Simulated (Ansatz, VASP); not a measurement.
## BaS in VASP and in Ansatz

Contents of INCAR:

```
PREC = Accurate
ENCUT = 520
EDIFF = 1E-6
ISMEAR = 0
SIGMA = 0.05
LREAL = False
LASPH = True
NELM = 150
ALGO = Normal
ISIF = 2
LWAVE = False
LCHARG = False
LNONCOLLINEAR = True
MAGMOM = 0 0 0 0 0 0
LORBIT = 11
LSORBIT = True
GGA_COMPAT = False
LORBMOM = True
GGA = PE
NBANDS = 28
```

The input KPOINTS:

```
Automatic mesh
0
Gamma
  6 6 6
```

The input POSCAR:

```
BaS
1.0
    0.0000000000      3.2861840900      3.2861840900
    3.2861840900      0.0000000000      3.2861840900
    3.2861840900      3.2861840900      0.0000000000
Ba S
1 1
Direct
    0.5000000000      0.5000000000      0.5000000000
    0.0000000000      0.0000000000      0.0000000000
```

Input for Ansatz:

```yaml
crystal:
  lattice:
    - [0.0, 3.28618409, 3.28618409]
    - [3.28618409, 0.0, 3.28618409]
    - [3.28618409, 3.28618409, 0.0]
  atoms:
    - { symbol: Ba, position: [0.5, 0.5, 0.5] }
    - { symbol: S, position: [0.0, 0.0, 0.0] }
basis:
  ecutwfc: 420
  ecutrho_ratio: 4
kpoints:
  mp_grid: { grid: [6, 6, 6] }
hamiltonian:
  xc: pbe
scf:
  occupations: { method: gaussian, width: 0.05 }
output:
  forces: true
  stress: true
  eigenvalues: true
  populations: true
magnetization:
  noncollinear: true
  spin_orbit: true
```

Alike in both runs: task single point; functional PBE; k mesh 6 × 6 × 6; occupations gaussian, width 0.05 eV; non-collinear spin, spin-orbit coupling.

```csv
,VASP,Ansatz
version,VASP 6.6.1,Ansatz 0.2.0
potentials or method,"VASP PAW PBE potentials, release 64 (Ba_sv, S)","plane waves, PAW"
plane-wave cutoff (eV),520,420
valence electrons in the cell,16,16
```

VASP gave:

| Property | Result |
| --- | --- |
| gap on the k mesh at the Fermi level (eV) | 2.18 |
| least direct gap on the mesh (eV) | 2.33 |
| pressure (GPa) | -2.0 |
| net moment per atom (μB) | 0.00 |

Problem. What did Ansatz give for the same quantities?

Solution. gap on the k mesh at the Fermi level (eV): 2.27; least direct gap on the mesh (eV): 2.39; pressure (GPa): -2.4; net moment per atom (μB): 0.00.
